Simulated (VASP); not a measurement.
Wanted: the native input for a VASP 6.6.1 run.

```
Task                   : single point
Functional             : PBE
Dispersion             : D3(BJ)
Potentials or basis    : VASP PAW PBE potentials, release 64 (Mg, Ge_d)
Cutoff                 : 520 eV
k mesh                 : 6 × 6 × 6
Occupations            : gaussian, width 0.1 eV
Spin                   : no spin polarisation
Dipole correction      : no
Further INCAR settings : ALGO = Fast; EDIFF = 1e-06; NBANDS = 16
```

The structure of Mg2Ge lies in POSCAR:

```
Mg2Ge
1.0
    0.0000000000      3.1842958900      3.1842958900
    3.1842958900      0.0000000000      3.1842958900
    3.1842958900      3.1842958900      0.0000000000
Mg Ge
2 1
Direct
    0.7500000000      0.7500000000      0.7500000000
    0.2500000000      0.2500000000      0.2500000000
    0.0000000000      0.0000000000      0.0000000000
```

The cell comes from a database or a generator and needn't be the stable form of this composition.

These files were run (other wordings do the same):

INCAR

```
PREC = Accurate
ENCUT = 520
EDIFF = 1E-6
ISMEAR = 0
SIGMA = 0.1
LREAL = False
LASPH = True
NELM = 80
ALGO = Fast
ISIF = 2
LWAVE = False
LCHARG = False
GGA = PE
IVDW = 12
NBANDS = 16
```

KPOINTS

```
regular mesh
0
Gamma
  6 6 6
```

Potentials or basis: VASP PAW PBE potentials, release 64 (Mg, Ge_d).

Launch:

```bash
$ cat potpaw_PBE.64/Mg/POTCAR potpaw_PBE.64/Ge_d/POTCAR > POTCAR
$ mpirun -np 1 vasp_std > vasp.out
```

It gave:

```json
{
 "Pressure": "-1.4 GPa",
 "Band gap on the k mesh": "0.13 eV, indirect (least direct gap 1.08 eV)",
 "Dispersion energy per atom": "-0.300 eV"
}
```

It took 26 s on 1 thread of Intel(R) Xeon(R) Platinum 8488C (Sapphire Rapids) (shared host), peak memory 0.21 GiB.
